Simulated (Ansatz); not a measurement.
## Effect of biaxial strain −0.71 %, plane normal [001], relaxed out of plane on GeTe

Take GeTe (space group R3m, No. 160) as the base.

```xyz
2
Lattice="2.1133 1.2201 3.6399 -2.1133 1.2201 3.6399 0.0000 -2.4402 3.6399" Properties=species:S:1:pos:R:3 pbc="T T T"
Ge     0.0000     0.0000     2.5578
Te     0.0000     0.0000     8.3620
```

Cartesian axes are those of the cell as printed.

The change: biaxial strain −0.71 %, plane normal [001], relaxed out of plane (Cartesian); in-plane vectors clamped, the third vector and the atoms free.

The values are results of DFT with PBE, PAW potentials and a 420 eV plane-wave cutoff in Ansatz (an electronic-structure program), no spin-orbit coupling, not measurements. k-mesh 10×10×10 (Γ-centred); smearing 0.05 eV (Fermi–Dirac).

- Volume per atom: 27.95 Å³ (base 28.16 Å³)
- Shortest interatomic distance: 2.842 Å (base 2.852 Å)
- Energy relative to the base (free energy F): +0.8 meV/atom
- Pressure (mean of the normal stresses, compression positive): 4.2 kbar (base 0.0 kbar)
- Band gap: 0.58 eV (an upper bound: an edge found on the path is not a true extremum; both cells) (base 0.62 eV)
- Out-of-plane strain: +0.71 %
- Mean in-plane stress (compression positive): +0.6 GPa

Cost of the whole job for the changed cell (relaxation, final SCF and bands): around 120 core-seconds (rough).

Spin-orbit coupling, missing from the scalar runs, can matter with Te. Stability against distortions was not tested.
